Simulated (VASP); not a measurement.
# Ni2H (P-3m1) in VASP: a series of runs

Runs on Ni2H. Level: r2SCAN. Tasks: single point.

All numbers are computed with VASP 6.6.1; they aren't measurements. Logs are shortened: lines on timing, memory, paths and dates and some standing lists are left out, and cuts for length are marked.

### 1 The structure

It takes space group P-3m1 (No. 164, trigonal). The conventional cell has a = 2.643 Å, b = 2.643 Å, c = 4.308 Å, α = 90.00°, β = 90.00°, γ = 120.00°. Around Ni (site symmetry 3m) lie 3 H at 1.83 Å. H (site symmetry -3m) is surrounded by 6 Ni at 1.83 Å.

### 2 Single point, r2SCAN, collinear spin, ferromagnetic start

Contents of INCAR:

```
SYSTEM = Ni2H
ADDGRID  = .FALSE.      
ALGO     = Normal         ! electronic algorithm
EDIFF    = 1E-6           ! SCF threshold, eV
ENCUT    = 280            ! plane-wave cutoff, eV
ISIF     = 2              ! what is computed and relaxed
ISMEAR   = 0              ! smearing method
ISPIN    = 2              ! spin polarisation
LASPH    = .TRUE.         ! aspherical terms in the spheres
LCHARG   = .FALSE.        ! write CHGCAR
LMAXMIX  = 4              ! l up to which the mixer works
LMIXTAU  = .TRUE.       
LORBIT   = 11             ! projections on sites
LREAL    = .FALSE.        ! projectors in reciprocal space
LWAVE    = .FALSE.        ! write WAVECAR
MAGMOM   = 1 1 0          ! initial moments
METAGGA  = R2SCAN         ! meta-GGA
NBANDS   = 22             ! bands
NELM     = 100            ! most SCF steps
PREC     = Accurate       ! precision mode
SIGMA    = 0.05           ! smearing width, eV
```

Contents of KPOINTS:

```
k-points
0
G
  7 7 4
  0 0 0
```

Contents of POSCAR:

```
Ni2H
1.0
    2.6430000000      0.0000000000      0.0000000000
   -1.3215000000      2.2889051422      0.0000000000
    0.0000000000      0.0000000000      4.3080000000
Ni H
2 1
Direct
    0.6666666667      0.3333333333      0.7670000000
    0.3333333333      0.6666666667      0.2330000000
    0.0000000000      0.0000000000      0.0000000000
```

Potentials or basis: VASP PAW PBE potentials, release 64 (Ni, H_s).

Launch:

```sh
$ cat potpaw_PBE.64/Ni/POTCAR potpaw_PBE.64/H_s/POTCAR > POTCAR
$ mpirun -np 1 vasp_std > vasp.out
```

OUTCAR:

```text
SYSTEM = Ni2H
   EDIFF = 1E-6
   ENCUT = 280
   ISIF = 2
   ISMEAR = 0
   ISPIN = 2
   LASPH = .TRUE.
   LORBIT = 11
   LREAL = .FALSE.
   METAGGA = R2SCAN
   NELM = 100
   PREC = Accurate

 Found     28 irreducible k-points:

 Following reciprocal coordinates:
            Coordinates               Weight
  0.000000  0.000000  0.000000      1.000000
  0.142857  0.000000  0.000000      6.000000
  0.285714  0.000000  0.000000      6.000000
  0.428571  0.000000  0.000000      6.000000
  0.142857  0.142857  0.000000      6.000000
  0.285714  0.142857  0.000000     12.000000
   k-points           NKPTS =     28   k-points in BZ     NKDIM =     28   number of bands    NBANDS=     22
   number of dos      NEDOS =    301   number of ions     NIONS =      3
   total plane-waves  NPLWV =   4704
   dimension x,y,z NGX =    14 NGY =   14 NGZ =   24
   dimension x,y,z NGXF=    28 NGYF=   28 NGZF=   48
   ions per type =               2   1
   NGX,Y,Z   is equivalent  to a cutoff of   8.81,  8.81,  9.26 a.u.
   NGXF,Y,Z  is equivalent  to a cutoff of  17.61, 17.61, 18.52 a.u.
 SYSTEM =  Ni2H
   PREC   = accura    normal or accurate (medium, high low for compatibility)
   ISTART =      0    job   : 0-new  1-cont  2-samecut
   ICHARG =      2    charge: 1-file 2-atom 10-const
   ISPIN  =      2    spin polarized calculation?
   LNONCOLLINEAR =      F non collinear calculations
   LSORBIT =      F    spin-orbit coupling
   LASPH  =      T    aspherical Exc in radial PAW
   ENCUT  =  280.0 eV  20.58 Ry    4.54 a.u.   3.61  3.61  5.88*2*pi/ulx,y,z
   NELM   =    100;   NELMIN=  2; NELMDL= -5     # of ELM steps
   EDIFF  = 0.1E-05   stopping-criterion for ELM
   LREAL  =      F    real-space projection
   EDIFFG = 0.1E-04   stopping-criterion for IOM
   NSW    =      0    number of steps for IOM
   IBRION =     -1    ionic relax: 0-MD 1-quasi-New 2-CG
   NFREE  =      0    steps in history (QN), initial steepest desc. (CG)
   ISIF   =      2    stress and relaxation
   ISYM   =      2    0-nonsym 1-usesym 2-fastsym
   POTIM  = 0.5000    time-step for ionic-motion
   TEBEG  =    0.0;   TEEND  =   0.0 temperature during run
   PSTRESS=    0.0 pullay stress
   NELECT =      21.0000    total number of electrons
   NUPDOWN=      -1.0000    fix difference up-down
   EMIN   =  10.00;   EMAX   =-10.00  energy-range for DOS
   EFERMI =   0.00;   METHOD = LEGACY
   ISMEAR =     0;   SIGMA  =   0.05  broadening in eV -4-tet -1-fermi 0-gaus
   EFERMI_NEDOS =   21; number of points for ismear=-14 and -15
   IALGO  =     38    algorithm
   IMIX   =      4    mixing-type and parameters
     AMIX     =   0.40;   BMIX     =  1.00
     AMIX_MAG =   1.60;   BMIX_MAG =  1.00
  volume/ion in A,a.u.               =       8.69        58.62
  Fermi-wavevector in a.u.,A,eV,Ry     =   1.523401  2.878811 31.575750  2.320752
  Thomas-Fermi vector in A             =   2.631850
   LORBIT       =     11    0 simple, 1 ext, 2 COOP (PROOUT), +10 PAW based schemes
   METAGGA = R2SCAN    functional components
   LHFCALC =     F    Hartree Fock is set to
   AEXX    =    0.0000 exact exchange contribution
   IVDW    =     0    specifies the selected vdW correction
   LEPSILON=     F    determine dielectric tensor
   LRPA    =     F    only Hartree local field effects (RPA)
 spin polarized calculation
 Gauss-broadening in eV      SIGMA  =   0.05
  energy-cutoff  :      280.00
  volume of cell :       26.06
 maximum number of plane-waves:       300
   NGX =  7   NGY =  7   NGZ = 11

 number of electron      20.9999977 magnetization       0.8571524

 Free energy of the ion-electron system (eV)
  ---------------------------------------------------
  ext. energy  EPLUGINS =         0.00000000
  ---------------------------------------------------
  free energy    TOTEN  =       -26.93605115 eV

  energy without entropy =      -26.93019406  energy(sigma->0) =      -26.93312260

 E-fermi :   7.7690     XC(G=0): -13.6040

 val. band max:        7.7611955126   @ k =   0.4286   0.0000   0.5000
 cond. band min:       7.7727871357   @ k =   0.2857   0.2857   0.5000
 fundamental gap:      0.0115916232
 Fermi energy:         7.7689990712

 spin component 1

 k-point     1 :       0.0000    0.0000    0.0000
  band No.  band energies     occupation
      1      -3.5267      1.00000
      2       3.1823      1.00000
      3       5.2964      1.00000
      4       5.5047      1.00000
      5       5.5047      1.00000
      6       5.6809      1.00000
[... 14 lines left out ...]
     21      33.2031      0.00000
     22      35.8127      0.00000
[... 102 lines left out ...]
  band No.  band energies     occupation
      1      -0.5102      1.00000
      2       3.7476      1.00000
      3       4.3217      1.00000
      4       4.8760      1.00000
      5       5.4169      1.00000
      6       5.6215      1.00000
[... 14 lines left out ...]
     21      35.6885      0.00000
     22      36.4656      0.00000

 [... further k-points ...]

 spin component 2

 k-point     1 :       0.0000    0.0000    0.0000
  band No.  band energies     occupation
      1      -3.6342      1.00000
      2       3.6294      1.00000
      3       5.3003      1.00000
      4       6.1219      1.00000
      5       6.1224      1.00000
      6       6.3960      1.00000
[... 14 lines left out ...]
     21      33.2259      0.00000
     22      35.8434      0.00000
[... 102 lines left out ...]
  band No.  band energies     occupation
      1      -0.5365      1.00000
      2       4.0183      1.00000
      3       4.8701      1.00000
      4       5.3242      1.00000
      5       5.8377      1.00000
      6       6.1812      1.00000
[... 14 lines left out ...]
     21      35.7034      0.00000
     22      36.5266      0.00000

 [... further k-points ...]

------------------------ aborting loop because EDIFF is reached ----------------------------------------

  FORCE on cell =-STRESS in cart. coord.  units (eV):
  Direction    XX          YY          ZZ          XY          YZ          ZX
  --------------------------------------------------------------------------------------
  -------------------------------------------------------------------------------------
  Total       -2.7872641     -2.7872641     -2.3990489     -0.0000000      0.0000000      0.0000000
  in kB     -171.3515536   -171.3515536   -147.4853972     -0.0000000      0.0000000      0.0000000
  external PRESSURE =    -163.3961682 kB  Pullay stress =       0.0000000 kB

 VOLUME and BASIS-vectors are now :
 -----------------------------------------------------------------------------
  energy-cutoff  :      280.00
  volume of cell :       26.06
      direct lattice vectors                 reciprocal lattice vectors
     2.643000000  0.000000000  0.000000000     0.378357927  0.218445051  0.000000000
    -1.321500000  2.288905142  0.000000000     0.000000000  0.436890102  0.000000000
     0.000000000  0.000000000  4.308000000     0.000000000  0.000000000  0.232126277

 POSITION                                       TOTAL-FORCE (eV/Angst)
 -----------------------------------------------------------------------------------
      1.32150      0.76297      3.30424        -0.000000      0.000000     -1.092560
     -0.00000      1.52594      1.00376         0.000000     -0.000000      1.092560
      0.00000      0.00000      0.00000         0.000000      0.000000     -0.000000
 -----------------------------------------------------------------------------------
    total drift:                               -0.000000      0.000000      0.000000

  FREE ENERGIE OF THE ION-ELECTRON SYSTEM (eV)
  ---------------------------------------------------
  free  energy   TOTEN  =       -26.9360511454 eV

  energy  without entropy=      -26.9301940587  energy(sigma->0) =      -26.93312260

 total charge

# of ion       s       p       d       tot
------------------------------------------
    1        0.422   0.457   8.383   9.261
    2        0.422   0.457   8.383   9.261
    3        0.699   0.081   0.000   0.780
--------------------------------------------------
tot          1.543   0.994  16.765  19.302

 magnetization (x)

# of ion       s       p       d       tot
------------------------------------------
    1       -0.005  -0.017   0.477   0.455
    2       -0.005  -0.017   0.477   0.455
    3       -0.002  -0.004   0.000  -0.006
--------------------------------------------------
tot         -0.012  -0.038   0.954   0.904
```

OSZICAR:

```text
N       E                     dE             d eps       ncg     rms          rms(c)
DAV:   1     0.542367460886E+02    0.54237E+02   -0.58897E+03  2624   0.788E+02
DAV:   2    -0.282916871524E+02   -0.82528E+02   -0.76315E+02  2578   0.177E+02
DAV:   3    -0.318491137931E+02   -0.35574E+01   -0.34631E+01  2812   0.433E+01
DAV:   4    -0.318855800523E+02   -0.36466E-01   -0.36454E-01  2874   0.406E+00
DAV:   5    -0.318864439083E+02   -0.86386E-03   -0.86384E-03  2880   0.624E-01    0.142E+01
DAV:   6    -0.285038572475E+02    0.33826E+01   -0.13360E+01  2842   0.682E+01    0.130E+01
DAV:   7    -0.269447408129E+02    0.15591E+01   -0.29946E+00  2812   0.283E+01    0.317E+00
DAV:   8    -0.269218488706E+02    0.22892E-01   -0.12965E-01  2818   0.417E+00    0.168E+00
DAV:   9    -0.269359019377E+02   -0.14053E-01   -0.66029E-03  2890   0.830E-01    0.780E-01
DAV:  10    -0.269354088546E+02    0.49308E-03   -0.72946E-03  3232   0.126E+00    0.179E-01
DAV:  11    -0.269358059274E+02   -0.39707E-03   -0.80278E-04  2934   0.281E-01    0.824E-02
DAV:  12    -0.269360073049E+02   -0.20138E-03   -0.20922E-04  2912   0.137E-01    0.384E-02
DAV:  13    -0.269360346788E+02   -0.27374E-04   -0.53593E-05  2820   0.742E-02    0.243E-02
DAV:  14    -0.269360458091E+02   -0.11130E-04   -0.10215E-05  3020   0.335E-02    0.770E-03
DAV:  15    -0.269360509135E+02   -0.51043E-05   -0.21866E-06  2520   0.172E-02    0.402E-03
DAV:  16    -0.269360511454E+02   -0.23189E-06   -0.50201E-07  1520   0.754E-03
   1 F= -.26936051E+02 E0= -.26933123E+02  d E =-.585709E-02  mag=     0.8571
```

Wall time 92 s (1 thread of Intel Xeon Platinum 8175M at 2.50GHz (Skylake/Cascade Lake), shared host); peak memory 0.13 GiB.

These settings aren't checked as converged: the numbers below hold their error.

What came out:

- Free energy: -26.9361 eV
- Largest force: 1.093 eV/Å
- Band gap on the k mesh: none (metal or under the smearing width)
- Net moment: 0.86 μB per cell
- Site moments: Ni +0.46; H -0.01 μB
- Valence electrons inside the program's atomic spheres: Ni 9.26; H 0.78

Caveat: the k mesh is coarse (spacing up to 0.39 Å⁻¹), so the values aren't converged; the cutoff is under 1.25 times the usual one of these potentials, so pressure, stress and relaxed cells hold a basis-set (Pulay) error; the PAW data sets were made with another functional, which shifts forces and pressure a little.

### 3 Single point, r2SCAN, collinear spin, ferromagnetic start

Edit INCAR of step 2 so:

```diff
@@ -4,3 +4,3 @@
 EDIFF    = 1E-6           ! SCF threshold, eV
-ENCUT    = 280            ! plane-wave cutoff, eV
+ENCUT    = 460            ! plane-wave cutoff, eV
 ISIF     = 2              ! what is computed and relaxed
```

Contents of KPOINTS:

```
k-points
0
G
  6 6 3
  0 0 0
```

POSCAR is that of step 2.

Potentials or basis: VASP PAW PBE potentials, release 64 (Ni, H_s).

Launch:

```sh
$ cat potpaw_PBE.64/Ni/POTCAR potpaw_PBE.64/H_s/POTCAR > POTCAR
$ mpirun -np 1 vasp_std > vasp.out
```

Run time: 2.5 min. Hardware: 1 thread of Intel Xeon Platinum 8175M at 2.50GHz (Skylake/Cascade Lake), shared host; peak memory 0.15 GiB.

These settings aren't checked as converged: the numbers below hold their error.

Results:

- Free energy: -26.9699 eV
- Pressure: -16.4 GPa
- Largest force: 1.149 eV/Å
- Band gap on the k mesh: none (metal or under the smearing width)
- Net moment: 0.44 μB per cell
- Site moments: Ni +0.24; H -0.01 μB
- Valence electrons inside the program's atomic spheres: Ni 9.28; H 0.78

Caveat: the k mesh is coarse (spacing up to 0.49 Å⁻¹), so the values aren't converged; the PAW data sets were made with another functional, which shifts forces and pressure a little.

### 4 Single point, r2SCAN, collinear spin, ferromagnetic start

Edit INCAR of step 3 so:

```diff
@@ -4,3 +4,3 @@
 EDIFF    = 1E-6           ! SCF threshold, eV
-ENCUT    = 460            ! plane-wave cutoff, eV
+ENCUT    = 340            ! plane-wave cutoff, eV
 ISIF     = 2              ! what is computed and relaxed
```

Contents of KPOINTS:

```
k-points
0
G
  7 7 4
  0 0 0
```

POSCAR is that of step 3.

Launch:

```sh
$ cat potpaw_PBE.64/Ni/POTCAR potpaw_PBE.64/H_s/POTCAR > POTCAR
$ mpirun -np 1 vasp_std > vasp.out
```

It took 1.8 min on 1 thread of Intel Xeon Platinum 8175M at 2.50GHz (Skylake/Cascade Lake), shared host; peak memory 0.14 GiB.

The run converged, but some of its settings lie outside the range that counts as converged, so its numbers aren't taken as properties of the crystal.

What came out:

| Item | Value |
| --- | --- |
| Free energy | -26.9451 eV |
| Pressure | -15.5 GPa |
| Largest force | 1.094 eV/Å |
| Band gap on the k mesh | none (metal or under the smearing width) |
| Net moment | 0.86 μB per cell |
| Site moments | Ni +0.45; H -0.01 μB |
| Valence electrons inside the program's atomic spheres | Ni 9.26; H 0.78 |

Caveat: the k mesh is coarse (spacing up to 0.39 Å⁻¹), so the values aren't converged; the PAW data sets were made with another functional, which shifts forces and pressure a little.

### 5 Single point, r2SCAN, collinear spin, ferromagnetic start

Edit INCAR of step 4 so:

```diff
@@ -4,3 +4,3 @@
 EDIFF    = 1E-6           ! SCF threshold, eV
-ENCUT    = 340            ! plane-wave cutoff, eV
+ENCUT    = 650            ! plane-wave cutoff, eV
 ISIF     = 2              ! what is computed and relaxed
```

Contents of KPOINTS:

```
k-points
0
G
  5 5 3
  0 0 0
```

POSCAR is that of step 4.

Launch:

```sh
$ cat potpaw_PBE.64/Ni/POTCAR potpaw_PBE.64/H_s/POTCAR > POTCAR
$ mpirun -np 1 vasp_std > vasp.out
```

It took 2.6 min on 1 thread of Intel Xeon Platinum 8175M at 2.50GHz (Skylake/Cascade Lake), shared host; peak memory 0.18 GiB.

The run converged, but some of its settings lie outside the range that counts as converged, so its numbers aren't taken as properties of the crystal.

What came out:

| Property | Result |
| --- | --- |
| Free energy | -26.9656 eV |
| Pressure | -15.1 GPa |
| Largest force | 0.997 eV/Å |
| Band gap on the k mesh | none (metal or under the smearing width) |
| Net moment | 0.92 μB per cell |
| Site moments | Ni +0.49; H -0.01 μB |
| Valence electrons inside the program's atomic spheres | Ni 9.27; H 0.78 |

Caveat: the k mesh is coarse (spacing up to 0.55 Å⁻¹), so the values aren't converged; the PAW data sets were made with another functional, which shifts forces and pressure a little.

### 6 Single point, r2SCAN, collinear spin, ferromagnetic start

Edit INCAR of step 5 so:

```diff
@@ -4,3 +4,3 @@
 EDIFF    = 1E-6           ! SCF threshold, eV
-ENCUT    = 650            ! plane-wave cutoff, eV
+ENCUT    = 520            ! plane-wave cutoff, eV
 ISIF     = 2              ! what is computed and relaxed
```

Contents of KPOINTS:

```
k-points
0
G
  6 6 3
  0 0 0
```

POSCAR is that of step 5.

Potentials or basis: VASP PAW PBE potentials, release 64 (Ni, H_s).

Launch:

```sh
$ cat potpaw_PBE.64/Ni/POTCAR potpaw_PBE.64/H_s/POTCAR > POTCAR
$ mpirun -np 1 vasp_std > vasp.out
```

Wall time 2.6 min (1 thread of Intel Xeon Platinum 8175M at 2.50GHz (Skylake/Cascade Lake), shared host); peak memory 0.16 GiB.

The run converged, but some of its settings lie outside the range that counts as converged, so its numbers aren't taken as properties of the crystal.

What came out:

```
Free energy                                           : -26.9705 eV
Pressure                                              : -16.2 GPa
Largest force                                         : 1.146 eV/Å
Band gap on the k mesh                                : none (metal or under the smearing width)
Net moment                                            : 0.44 μB per cell
Site moments                                          : Ni +0.24; H -0.01 μB
Valence electrons inside the program's atomic spheres : Ni 9.28; H 0.78
```

Caveat: the k mesh is coarse (spacing up to 0.49 Å⁻¹), so the values aren't converged; the PAW data sets were made with another functional, which shifts forces and pressure a little.
